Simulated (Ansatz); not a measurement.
KCl, pressure series

The reference is KCl in the rock salt structure (space group Fm-3m, No. 225; a = 6.381 Å).

Cell and atoms are relaxed at each pressure.

Level of theory: PBE (Ansatz, a first-principles code), no spin-orbit coupling.

```tsv
variant	electron mass	band gap	volume per atom	width of the top valence band
base	0.45 mₑ (at Γ)	5.05 eV	32.48 Å³	0.45 eV
pressure −2 GPa	0.49 mₑ (at Γ)	4.47 eV	39.47 Å³	0.31 eV
pressure −1 GPa	0.47 mₑ (at Γ)	4.82 eV	34.94 Å³	0.39 eV
pressure 0.3 GPa	0.45 mₑ (at Γ)	5.11 eV	31.91 Å³	0.46 eV
pressure 0.7 GPa	0.45 mₑ (at Γ)	5.18 eV	31.23 Å³	0.47 eV
pressure 1.5 GPa	0.44 mₑ (at Γ)	5.31 eV	30.09 Å³	0.49 eV
pressure 3 GPa	0.43 mₑ (at Γ)	5.52 eV	28.42 Å³	0.52 eV
pressure 5 GPa	0.42 mₑ (at Γ)	5.76 eV	26.78 Å³	0.55 eV
pressure 7.5 GPa	0.42 mₑ (at Γ)	6.01 eV	25.27 Å³	0.57 eV
pressure 10 GPa	1.2 mₑ along k, 0.45 mₑ across (at X)	6.14 eV	24.10 Å³	0.61 eV
```

Load acts through the strain it causes; cell and atoms are relaxed under it. Masses are band curvatures over ±0.01 Å⁻¹ around the edge. Along k means along the line from Γ to the band edge. Whether these cells are dynamically stable was not tested. Competing high-pressure phases were not computed.
